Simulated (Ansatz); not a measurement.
Cell and atoms are relaxed with the symmetry kept. Start:

```xyz
2
Lattice="0.0000 2.3885 2.3885 2.3885 0.0000 2.3885 2.3885 2.3885 0.0000" Properties=species:S:1:pos:R:3 pbc="T T T"
B     0.0000    0.0000    0.0000
As    1.1943    1.1943    1.1943
```

Computed with DFT PBE, scalar-relativistic, plane waves, PAW (Ansatz 0.2.0).

Settings: cutoff 420 eV, Γ-centred mesh 10×10×10 on the computed 2-atom cell, Gaussian smearing of 0.02 eV; no spin polarisation.

Q: What does it relax to?

A: The volume increases by 0.27 Å³/atom to 13.90 Å³/atom, and the energy falls by 2.4 meV/atom. Final structure:
```cif
data_structure
_symmetry_space_group_name_H-M 'F-43m'
_symmetry_Int_Tables_number 216
_cell_length_a 4.8088
_cell_length_b 4.8088
_cell_length_c 4.8088
_cell_angle_alpha 90.000
_cell_angle_beta 90.000
_cell_angle_gamma 90.000
_cell_volume 111.20
loop_
_atom_site_label
_atom_site_type_symbol
_atom_site_symmetry_multiplicity
_atom_site_Wyckoff_symbol
_atom_site_fract_x
_atom_site_fract_y
_atom_site_fract_z
_atom_site_occupancy
B1 B 4 a 0.00000 0.00000 0.00000 1
As1 As 4 d 0.25000 0.25000 0.75000 1
```